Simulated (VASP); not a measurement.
# AlN (P6_3mc) in VASP: a series of runs

One crystal, AlN, is run at these levels: PBE; tasks: single point, relaxation of cell and atoms.

All numbers are computed with VASP 6.6.1; they aren't measurements. Logs are shortened: lines on timing, memory, paths and dates and some standing lists are left out, and cuts for length are marked.

**The experiment to reproduce.**

“Structural and optical properties of self-assembled AlN nanowires grown on SiO2/Si substrates by molecular beam epitaxy”, 2024, arxiv:2402.00216 quotes, for a bulk crystal of AlN at 0 K: band gap 6.0343 eV (an exciton energy, a little under the gap).

The runs below are set against these values where they give the same quantity.

**1. The structure**

It takes space group P6_3mc (No. 186, hexagonal). Conventional cell: a = 3.130 Å, b = 3.130 Å, c = 5.015 Å, α = 90.00°, β = 90.00°, γ = 120.00°. Around Al (site symmetry 3m) lie 4 N at 1.90 to 1.91 Å. Around N (site symmetry 3m) lie 4 Al at 1.90 to 1.91 Å.

**2. Single point, PBE**

INCAR

```
SYSTEM = AlN
ALGO = Fast
EDIFF = 1E-6
ENCUT = 520
GGA = PE
ISIF = 2
ISMEAR = 0
LASPH = .True.
LCHARG = .False.
LREAL = .False.
LWAVE = .False.
NBANDS = 16
NELM = 60
PREC = Accurate
SIGMA = 0.05
```

KPOINTS

```
k-points
0
Gamma
  8 8 4
  0 0 0
```

POSCAR

```
AlN
1.0
    3.1302815136      0.0000000000      0.0000000000
   -1.5651407568      2.7109033118      0.0000000000
    0.0000000000      0.0000000000      5.0151242940
Al N
2 2
Direct
    0.3333333333      0.6666666667     -0.0008401594
    0.6666666667      0.3333333333      0.4991598406
    0.3333333333      0.6666666667      0.3808401594
    0.6666666667      0.3333333333      0.8808401594
```

Potentials or basis: VASP PAW PBE potentials, release 64 (Al, N).

On the command line:

```bash
cat potpaw_PBE.64/Al/POTCAR potpaw_PBE.64/N/POTCAR > POTCAR
mpirun -np 1 vasp_std > vasp.out
```

OUTCAR:

```text
SYSTEM = AlN
   EDIFF = 1E-6
   ENCUT = 520
   GGA = PE
   ISIF = 2
   ISMEAR = 0
   LASPH = .True.
   LREAL = .False.
   NELM = 60
   PREC = Accurate

 ion  position               nearest neighbor table
   1  0.333  0.667  0.999-   4 1.90   4 1.90   4 1.90   3 1.91   2 3.09   2 3.09   2 3.09   2 3.09
                             2 3.09   2 3.09
   2  0.667  0.333  0.499-   3 1.90   3 1.90   3 1.90   4 1.91   1 3.09   1 3.09   1 3.09   1 3.09
                             1 3.09   1 3.09
   3  0.333  0.667  0.381-   2 1.90   2 1.90   2 1.90   1 1.91
   4  0.667  0.333  0.881-   1 1.90   1 1.90   1 1.90   2 1.91

  LATTYP: Found a hexagonal cell.
 ALAT       =     3.1302815136
 C/A-ratio  =     1.6021320358

  Lattice vectors:

 A1 = (   3.1302815136,   0.0000000000,   0.0000000000)
 A2 = (  -1.5651407568,   2.7109033118,   0.0000000000)
 A3 = (   0.0000000000,   0.0000000000,   5.0151242940)

Analysis of symmetry for initial positions (statically):
=====================================================================
 Subroutine PRICEL returns:
 Original cell was already a primitive cell.

 Routine SETGRP: Setting up the symmetry group for a
 hexagonal supercell.

 Subroutine GETGRP returns: Found 12 space group operations
 (whereof  6 operations were pure point group operations)
 out of a pool of 24 trial point group operations.

The static configuration has the point symmetry C_3v.
 The point group associated with its full space group is C_6v.

Analysis of symmetry for dynamics (positions and initial velocities):
=====================================================================
 Subroutine PRICEL returns:
 Original cell was already a primitive cell.

 Routine SETGRP: Setting up the symmetry group for a
 hexagonal supercell.

 Subroutine GETGRP returns: Found 12 space group operations
 (whereof  6 operations were pure point group operations)
 out of a pool of 24 trial point group operations.

The dynamic configuration has the point symmetry C_3v.
 The point group associated with its full space group is C_6v.

 Subroutine INISYM returns: Found 12 space group operations
 (whereof  6 operations are pure point group operations),
 and found     1 'primitive' translations

----------------------------------------------------------------------------------------

                                     Primitive cell

  volume of cell :      42.5578

  direct lattice vectors                    reciprocal lattice vectors
     3.130281514  0.000000000  0.000000000     0.319460086  0.184440366  0.000000000
    -1.565140757  2.710903312  0.000000000     0.000000000  0.368880733  0.000000000
     0.000000000  0.000000000  5.015124294     0.000000000  0.000000000  0.199396853

  length of vectors
     3.130281514  3.130281514  5.015124294     0.368880733  0.368880733  0.199396853

  position of ions in fractional coordinates (direct lattice)
     0.333333333  0.666666667  0.999159841
     0.666666667  0.333333333  0.499159841
     0.333333333  0.666666667  0.380840159
     0.666666667  0.333333333  0.880840159

  ion indices of the primitive-cell ions
   primitive index   ion index
                 1           1
                 2           2
                 3           3
                 4           4

----------------------------------------------------------------------------------------

 KPOINTS: k-points

Automatic generation of k-mesh.
 Grid dimensions read from file:
 generate k-points for:    8    8    4

 Generating k-lattice:

  Cartesian coordinates                     Fractional coordinates (reciprocal lattice)
     0.039932511  0.023055046  0.000000000     0.125000000  0.000000000  0.000000000
     0.000000000  0.046110092  0.000000000     0.000000000  0.125000000  0.000000000
     0.000000000  0.000000000  0.049849213     0.000000000  0.000000000  0.250000000

  Length of vectors
     0.046110092  0.046110092  0.049849213

  Shift w.r.t. Gamma in fractional coordinates (k-lattice)
     0.000000000  0.000000000  0.000000000

 Subroutine IBZKPT returns following result:
 ===========================================

 Found     30 irreducible k-points:

 Following reciprocal coordinates:
            Coordinates               Weight
  0.000000  0.000000  0.000000      1.000000
  0.125000 -0.000000  0.000000      6.000000
  0.250000 -0.000000  0.000000      6.000000
  0.375000 -0.000000  0.000000      6.000000
  0.500000 -0.000000  0.000000      3.000000
  0.125000  0.125000  0.000000      6.000000
[... 16 lines left out ...]
  0.250000 -0.000000  0.500000      6.000000
  0.375000 -0.000000  0.500000      6.000000
 [... further k-points ...]
   k-points           NKPTS =     30   k-points in BZ     NKDIM =     30   number of bands    NBANDS=     16
   number of dos      NEDOS =    301   number of ions     NIONS =      4
   total plane-waves  NPLWV =  23040
   dimension x,y,z NGX =    24 NGY =   24 NGZ =   40
   dimension x,y,z NGXF=    48 NGYF=   48 NGZF=   80
   ions per type =               2   2
   NGX,Y,Z   is equivalent  to a cutoff of  12.75, 12.75, 13.26 a.u.
   NGXF,Y,Z  is equivalent  to a cutoff of  25.49, 25.49, 26.52 a.u.
 SYSTEM =  AlN
   PREC   = accura    normal or accurate (medium, high low for compatibility)
   ISTART =      0    job   : 0-new  1-cont  2-samecut
   ICHARG =      2    charge: 1-file 2-atom 10-const
   ISPIN  =      1    spin polarized calculation?
   LNONCOLLINEAR =      F non collinear calculations
   LSORBIT =      F    spin-orbit coupling
   LASPH  =      T    aspherical Exc in radial PAW
   ENCUT  =  520.0 eV  38.22 Ry    6.18 a.u.   5.82  5.82  9.32*2*pi/ulx,y,z
   NELM   =     60;   NELMIN=  2; NELMDL= -5     # of ELM steps
   EDIFF  = 0.1E-05   stopping-criterion for ELM
   LREAL  =      F    real-space projection
   EDIFFG = 0.1E-04   stopping-criterion for IOM
   NSW    =      0    number of steps for IOM
   IBRION =     -1    ionic relax: 0-MD 1-quasi-New 2-CG
   NFREE  =      0    steps in history (QN), initial steepest desc. (CG)
   ISIF   =      2    stress and relaxation
   ISYM   =      2    0-nonsym 1-usesym 2-fastsym
   POTIM  = 0.5000    time-step for ionic-motion
   TEBEG  =    0.0;   TEEND  =   0.0 temperature during run
   PSTRESS=    0.0 pullay stress
   NELECT =      16.0000    total number of electrons
   NUPDOWN=      -1.0000    fix difference up-down
   EMIN   =  10.00;   EMAX   =-10.00  energy-range for DOS
   EFERMI =   0.00;   METHOD = LEGACY
   ISMEAR =     0;   SIGMA  =   0.05  broadening in eV -4-tet -1-fermi 0-gaus
   EFERMI_NEDOS =   21; number of points for ismear=-14 and -15
   IALGO  =     68    algorithm
   IMIX   =      4    mixing-type and parameters
     AMIX     =   0.40;   BMIX     =  1.00
     AMIX_MAG =   1.60;   BMIX_MAG =  1.00
  volume/ion in A,a.u.               =      10.64        71.80
  Fermi-wavevector in a.u.,A,eV,Ry     =   1.181558  2.232821 18.994818  1.396080
  Thomas-Fermi vector in A             =   2.317829
   LORBIT       =      0    0 simple, 1 ext, 2 COOP (PROOUT), +10 PAW based schemes
   GGA     = PE    functional components
   LHFCALC =     F    Hartree Fock is set to
   AEXX    =    0.0000 exact exchange contribution
   IVDW    =     0    specifies the selected vdW correction
   LEPSILON=     F    determine dielectric tensor
   LRPA    =     F    only Hartree local field effects (RPA)
 non-spin polarized calculation
 RMM-DIIS sequential band-by-band and
 Gauss-broadening in eV      SIGMA  =   0.05
  energy-cutoff  :      520.00
  volume of cell :       42.56
 maximum number of plane-waves:      1170
 NGX is ok and might be reduce to    24
   NGX = 11   NGY = 11   NGZ = 19

 number of electron      15.9999998 magnetization

 Free energy of the ion-electron system (eV)
  ---------------------------------------------------
  ext. energy  EPLUGINS =         0.00000000
  ---------------------------------------------------
  free energy    TOTEN  =       -29.78044990 eV

  energy without entropy =      -29.78044990  energy(sigma->0) =      -29.78044990

 E-fermi :   6.1870     XC(G=0): -10.8292

 val. band max:        5.9740433495   @ k =   0.0000   0.0000   0.0000
 cond. band min:      10.0182477372   @ k =   0.0000   0.0000   0.0000
 fundamental gap:      4.0442043877
 Fermi energy:         6.1869528010

 k-point     1 :       0.0000    0.0000    0.0000
  band No.  band energies     occupation
      1      -9.1010      2.00000
      2      -7.0141      2.00000
      3       0.0641      2.00000
      4       5.1211      2.00000
      5       5.1211      2.00000
      6       5.7655      2.00000
[... 8 lines left out ...]
     15      18.9358      0.00000
     16      18.9358      0.00000

 k-point     2 :       0.1250   -0.0000    0.0000
  band No.  band energies     occupation
      1      -8.9078      2.00000
      2      -6.9069      2.00000
      3       0.2965      2.00000
      4       4.2609      2.00000
      5       4.8828      2.00000
      6       4.9411      2.00000
[... 8 lines left out ...]
     15      18.6703      0.00000
     16      18.9145      0.00000

 k-point     3 :       0.2500   -0.0000    0.0000
  band No.  band energies     occupation
      1      -8.3694      2.00000
      2      -6.6542      2.00000
      3       0.9636      2.00000
      4       2.5606      2.00000
      5       3.5266      2.00000
      6       4.4251      2.00000
[... 8 lines left out ...]
     15      17.8859      0.00000
     16      19.1129      0.00000
[... 362 lines left out ...]
 k-point    23 :       0.2500   -0.0000    0.5000
  band No.  band energies     occupation
      1      -7.6207      2.00000
      2      -7.6207      2.00000
      3       1.9908      2.00000
      4       1.9908      2.00000
      5       4.3933      2.00000
      6       4.3933      2.00000
[... 8 lines left out ...]
     15      18.6330      0.00000
     16      18.6330      0.00000

 k-point    24 :       0.3750   -0.0000    0.5000
  band No.  band energies     occupation
      1      -7.0850      2.00000
      2      -7.0850      2.00000
      3       0.9417      2.00000
      4       0.9417      2.00000
      5       4.4997      2.00000
      6       4.4997      2.00000
[... 8 lines left out ...]
     15      19.0440      0.00000
     16      19.0440      0.00000

 [... further k-points ...]

------------------------ aborting loop because EDIFF is reached ----------------------------------------

  FORCE on cell =-STRESS in cart. coord.  units (eV):
  Direction    XX          YY          ZZ          XY          YZ          ZX
  --------------------------------------------------------------------------------------
  -------------------------------------------------------------------------------------
  Total       -0.0682160     -0.0682160     -0.0176785      0.0000000      0.0000000     -0.0000000
  in kB       -2.5681324     -2.5681324     -0.6655447      0.0000000      0.0000000     -0.0000000
  external PRESSURE =      -1.9339365 kB  Pullay stress =       0.0000000 kB

 VOLUME and BASIS-vectors are now :
 -----------------------------------------------------------------------------
  energy-cutoff  :      520.00
  volume of cell :       42.56
      direct lattice vectors                 reciprocal lattice vectors
     3.130281514  0.000000000  0.000000000     0.319460086  0.184440366  0.000000000
    -1.565140757  2.710903312  0.000000000     0.000000000  0.368880733  0.000000000
     0.000000000  0.000000000  5.015124294     0.000000000  0.000000000  0.199396853

 POSITION                                       TOTAL-FORCE (eV/Angst)
 -----------------------------------------------------------------------------------
     -0.00000      1.80727      5.01091         0.000000      0.000000      0.002451
      1.56514      0.90363      2.50335         0.000000     -0.000000      0.002451
     -0.00000      1.80727      1.90996        -0.000000      0.000000     -0.002451
      1.56514      0.90363      4.41752         0.000000     -0.000000     -0.002451
 -----------------------------------------------------------------------------------
    total drift:                               -0.000000     -0.000000      0.000768

  FREE ENERGIE OF THE ION-ELECTRON SYSTEM (eV)
  ---------------------------------------------------
  free  energy   TOTEN  =       -29.7804499016 eV

  energy  without entropy=      -29.7804499016  energy(sigma->0) =      -29.78044990
```

It took 16 s on 1 thread of Intel Xeon Platinum 8488C (Sapphire Rapids), shared host; peak memory 0.14 GiB.

What came out:

* Free energy: -29.7804 eV
* Pressure: -0.2 GPa
* Band gap on the k mesh: 4.04 eV, direct

Forces in eV/Å, atoms in the order of the input:
```
Al   0.000  0.000  0.002
Al   0.000  0.000  0.002
N    0.000  0.000 -0.002
N    0.000  0.000 -0.002
```

Levels at points of the mesh, in eV from the valence-band top:
```csv
k point,band 6,band 7,band 8,band 9,band 10,band 11
"(0.00, 0.00, 0.00)",-0.21,-0.21,0.00,4.04,6.50,10.46
"(0.50, 0.00, 0.00)",-2.06,-1.75,-0.69,5.75,5.76,8.02
"(0.00, 0.00, 0.50)",-0.54,-0.54,-0.54,6.31,6.31,10.17
"(0.50, 0.00, 0.50)",-1.45,-1.35,-1.35,5.24,5.24,9.14
```

**3. Relaxation of cell and atoms, PBE**

This run uses another cell than the first one, of 10.45 Å³/atom, 0.982 times its volume.

INCAR

```
PREC = Accurate
ENCUT = 600
EDIFF = 1E-7
ISMEAR = 0
SIGMA = 0.05
LREAL = False
LASPH = True
NELM = 60
ALGO = Normal
ISIF = 3
LWAVE = False
LCHARG = False
GGA = PE
IBRION = 2
NSW = 80
EDIFFG = -0.03
```

KPOINTS

```
regular mesh
0
Gamma
  8 8 4
```

POSCAR

```
AlN
1.0
    3.1130000000      0.0000000000      0.0000000000
   -1.5565000000      2.6959370820      0.0000000000
    0.0000000000      0.0000000000      4.9810000000
Al N
2 2
Direct
    0.3333333333      0.6666666667      0.0000000000
    0.6666666667      0.3333333333      0.5000000000
    0.3333333333      0.6666666667      0.3800000000
    0.6666666667      0.3333333333      0.8800000000
```

Potentials or basis: VASP PAW PBE potentials, release 64 (Al, N).

On the command line:

```bash
cat potpaw_PBE.64/Al/POTCAR potpaw_PBE.64/N/POTCAR > POTCAR
mpirun -np 1 vasp_std > vasp.out
```

Wall time 35 s (1 thread of Intel Xeon Platinum 8488C (Sapphire Rapids), shared host); peak memory 0.17 GiB.

Results (log left out):

* Free energy: -29.7826 eV
* Relaxed volume: 10.62 Å³/atom
* Relaxed cell: a = 3.127 Å, b = 3.127 Å, c = 5.018 Å, α = 90.00°, β = 90.00°, γ = 120.00°
* Space group after relaxing (to 0.05 Å): P6_3mc (No. 186)
* Energy gained by relaxing: 2.1 meV/atom
* Ionic steps: 3
* Pressure after relaxing: 0.0 GPa
* Largest force after relaxing: 0.003 eV/Å
* Band gap on the k mesh: 4.06 eV, direct

Forces on the atoms (eV/Å):
```
Al   0.000  0.000 -0.003
Al   0.000  0.000 -0.003
N    0.000  0.000  0.003
N    0.000  0.000  0.003
```

Stress tensor (GPa, compression positive):
```
 0.06  0.00  0.00
 0.00  0.06  0.00
 0.00  0.00 -0.11
```

Step by step:
```tsv
step	energy change (eV)	largest force (eV/Å)	pressure (GPa)	volume (Å³)
1	0.0000	0.1290	3.33	41.80
2	-0.0018	0.0912	-2.78	43.13
3	-0.0083	0.0034	0.00	42.50
```

Final structure:
```yaml
crystal:
  lattice:
    - [3.12734, 0.00000, 0.00000]
    - [-1.56367, 2.70835, 0.00000]
    - [0.00000, 0.00000, 5.01755]
  atoms:
    - { symbol: Al, position: [0.33333, 0.66667, 0.99933] }
    - { symbol: Al, position: [0.66667, 0.33333, 0.49933] }
    - { symbol: N, position: [0.33333, 0.66667, 0.38066] }
    - { symbol: N, position: [0.66667, 0.33333, 0.88066] }
```

Levels at points of the mesh, in eV from the valence-band top:
| k point | band 5 | band 6 | band 7 | band 8 | band 9 | band 10 | band 11 | band 12 |
| --- | --- | --- | --- | --- | --- | --- | --- | --- |
| (0.00, 0.00, 0.00) | -0.84 | -0.19 | -0.19 | 0.00 | 4.06 | 6.54 | 10.47 | 11.05 |
| (0.50, 0.00, 0.00) | -3.29 | -2.05 | -1.74 | -0.68 | 5.76 | 5.77 | 8.05 | 10.16 |
| (0.00, 0.00, 0.50) | -0.52 | -0.52 | -0.52 | -0.52 | 6.33 | 6.33 | 10.18 | 10.18 |
| (0.50, 0.00, 0.50) | -1.43 | -1.43 | -1.34 | -1.34 | 5.25 | 5.25 | 9.16 | 9.16 |

PBE usually gives volumes a little too large and moduli too small. Zero-point motion and thermal expansion aren't in these numbers.

**4. How close it comes**

Step 2. Against the measured gap of AlN, 6.0343 eV (an exciton energy, a little under the gap; 0 K; quoted in “Structural and optical properties of self-assembled AlN nanowires grown on SiO2/Si substrates by molecular beam epitaxy”, 2024, arxiv:2402.00216), the calculated 4.04 eV is off by -1.99 eV. 2 values of this kind are on record (6.034 to 6.0343 eV); this one was drawn at random. The value is that of PBE, without temperature or zero-point motion. Semilocal functionals fall short of measured gaps as a rule.
